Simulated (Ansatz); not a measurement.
Runs of Ansatz 0.2.0 on Pb. It takes space group Fm-3m (No. 225, cubic). Conventional cell: a = 4.950 Å, b = 4.950 Å, c = 4.950 Å, α = 90.00°, β = 90.00°, γ = 90.00°. Around Pb (site symmetry m-3m) lie 12 Pb at 3.50 Å. 

| task | level | spin | k mesh | q mesh | points for each segment of the path | gap on the mesh (eV) | pressure (GPa) |
| --- | --- | --- | --- | --- | --- | --- | --- |
| phonons | LDA | off | 8 × 8 × 8 | 4 × 4 × 4 | 8 | none | - |
| band structure | exchange-only PBE | off | 9 × 9 × 9 | - | 14 | none | 11.5 |
| band structure | PBE | SOC, no magnetisation | 9 × 9 × 9 | - | 14 | none | 2.2 |
| single point | PBE | off | 13 × 13 × 13 | - | - | none | (a) |

Alike in all rows: potentials or basis Ansatz PAW; cell as given; cutoff (eV) 420; smearing fermi-dirac 0.05 eV.

Estimate the missing entries.

(a) 2.4.

Caveats: the PAW data sets come from PBE, with cores solved anew for the run's functional, which leaves a small shift of forces and pressure (some runs); some levels weren't fully converged (some runs); spin-orbit coupling is left out, which moves the levels of the heavy elements (some runs).

A k mesh can miss the band edges, and rows without SOC leave out spin-orbit coupling on Pb.

A gap of «none» marks a metal or a gap under the smearing width.
